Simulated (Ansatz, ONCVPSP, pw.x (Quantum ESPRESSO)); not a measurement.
**pw.x on fcc N: one setting changed**

Potential: optimised norm-conserving Vanderbilt (ONCV), ONCVPSP 4.0.1.1 (patched build), PBE; core [He], reference 2s2 2p3; waves: 2s: rc 0.80 bohr, ncon 3, nbas 6, qcut 9.2 1/bohr, 1 projector; 2p: rc 2.15 bohr, ncon 4, nbas 7, qcut 4.9 1/bohr, 2 projectors, debl 0.9 Ha; d scattering state at 0.39 Ha: rc 1.90 bohr, ncon 3, nbas 6, qcut 5.2 1/bohr, 2 projectors, debl 0.6 Ha; local part: polynomial inside 0.60 bohr (lpopt 5, dvloc0 3 Ha); core correction: none.

The reference run (k-mesh 18³, cutoffs 90/360 Ry, Fermi–Dirac 0.01 Ry, mixing_beta 0.4, conv_thr 1e-9, no spin) gives -0.14 GPa at 7.602 Å³/atom, where all-electron LAPW gives 0.28 GPa. This run, with its own iteration cap, changes k-mesh shift to 1.

```
&control
  calculation='scf', prefix='x', pseudo_dir='./', outdir='./tmp', tstress=.true., disk_io='none'
/
&system
  ibrav=0, nat=1, ntyp=1, ecutwfc=90, ecutrho=360, nbnd=9,
  occupations='smearing', smearing='fd', degauss=0.01
/
&electrons
  conv_thr=1e-09, mixing_beta=0.4, electron_maxstep=60
/
ATOMIC_SPECIES
N 1.0 N.UPF
CELL_PARAMETERS angstrom
  0.00000000 1.56062762 1.56062762
  1.56062762 0.00000000 1.56062762
  1.56062762 1.56062762 0.00000000
ATOMIC_POSITIONS crystal
N 0.0000 0.0000 0.0000
K_POINTS automatic
18 18 18 1 1 1
```

```bash
pw.x < N.scf.in > N.scf.out
```

Q: How does the run end?

A: It converges in 5 iterations; the free energy moves by -0.3 meV/atom and the pressure by +0.08 GPa.

```
Message from routine setup:
     using ibrav=0 with symmetry is DISCOURAGED, use correct ibrav instead
     lattice parameter (alat)  =       4.1707  a.u.
     unit-cell volume          =      51.3008 (a.u.)^3
     number of electrons       =         5.00
     number of Kohn-Sham states=            9
     kinetic-energy cutoff     =      90.0000  Ry
     charge density cutoff     =     360.0000  Ry
     scf convergence threshold =      1.0E-09
     Exchange-correlation= PBE
     number of k points=   570  Fermi-Dirac smearing, width (Ry)=  0.0100
     iteration #  1     ecut=    90.00 Ry     beta= 0.40
     total energy              =     -19.11064682 Ry
     estimated scf accuracy    <       0.00033774 Ry
     iteration #  2     ecut=    90.00 Ry     beta= 0.40
     total energy              =     -19.11066349 Ry
     estimated scf accuracy    <       0.00008829 Ry
     iteration #  3     ecut=    90.00 Ry     beta= 0.40
     total energy              =     -19.11067450 Ry
     estimated scf accuracy    <       0.00000243 Ry
     iteration #  4     ecut=    90.00 Ry     beta= 0.40
     total energy              =     -19.11067490 Ry
     estimated scf accuracy    <          4.6E-09 Ry
     iteration #  5     ecut=    90.00 Ry     beta= 0.40
     the Fermi energy is     8.5783 ev
!    total energy              =     -19.11067492 Ry
     estimated scf accuracy    <          2.5E-10 Ry
     smearing contrib. (-TS)   =      -0.00315035 Ry
     The total energy is F=E-TS. E is the sum of the following terms:
     one-electron contribution =       3.49349733 Ry
     hartree contribution      =       1.42456127 Ry
     xc contribution           =      -4.59266005 Ry
     ewald contribution        =     -19.43292312 Ry
     convergence has been achieved in   5 iterations
          total   stress  (Ry/bohr**3)                   (kbar)     P=       -0.60
     Message from routine punch:
     Nothing written, as per user request (disk_io='none')
```

The run took about 18 s on one core of a shared host (Intel(R) Xeon(R) 6975P-C, 192 threads, 378 GiB, load 70).
